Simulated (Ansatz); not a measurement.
An input for Ansatz 0.2.0 (MgO (Fm-3m)):

```yaml
crystal:
  lattice:
    - [0.0, 2.0970013927, 2.0970013927]
    - [2.0970013927, 0.0, 2.0970013927]
    - [2.0970013927, 2.0970013927, 0.0]
  atoms:
    - { symbol: Mg, position: [0.0, 0.0, 0.0] }
    - { symbol: O, position: [0.5, 0.5, 0.5] }
kpoints:
  mp_grid: { grid: [8, 8, 8] }
hamiltonian:
  xc: pbe
  pseudopotentials: { kind: paw, source: ansatz }
scf:
  occupations: { method: fixed }
gw:
  n_empty_bands: 216
  ecut_chi: 299.0
  qp_bands: [v2, c2]
  qp_kpoints: band_edges
  screening: { model: contour_deformation }
```

```sh
ansatz run input.yaml --threads 4 --pin off --max-ram 138240MiB --backend cuda --events-out ev --progress --plain --runs-dir out --devices 1 --max-vram 26GiB
```

Question: Estimate wall time and host memory on 1 × NVIDIA H100 80GB HBM3 (shared by 3 runs) with 4 threads of AMD EPYC 7R13 (Zen 3), shared host.

It took 30 s; on shared hardware allow 15 s to 61 s. Peak host memory was 1.5 GiB. The sizes that set the cost: 1243 plane waves a state, 29 irreducible k points, 224 bands summed, 181 plane waves in the screening and 6 SCF cycles.

The screening grows as filled bands × empty bands × pairs of k points, times the square of the screening basis for the matrix.

[Paths, hosts, dates, memory and timing lines, banners, echoed tables and standing remarks are left out of the program output.]

[Logs are printed without paths, hosts, clocks, repeated set-up lines and the standing remarks that a program may print on its own settings, such as how far it seeks lower states.]

[Runs of the session that timed out or met a known fault of the program may be left out.]

[Cells called generated may have been cut or substituted from an entry of the Crystallography Open Database or the Materials Project.]

[Hosts, paths, dates, database ids (printed as entryN), source tags and the programs' standing remarks are cut or masked in the printed files.]
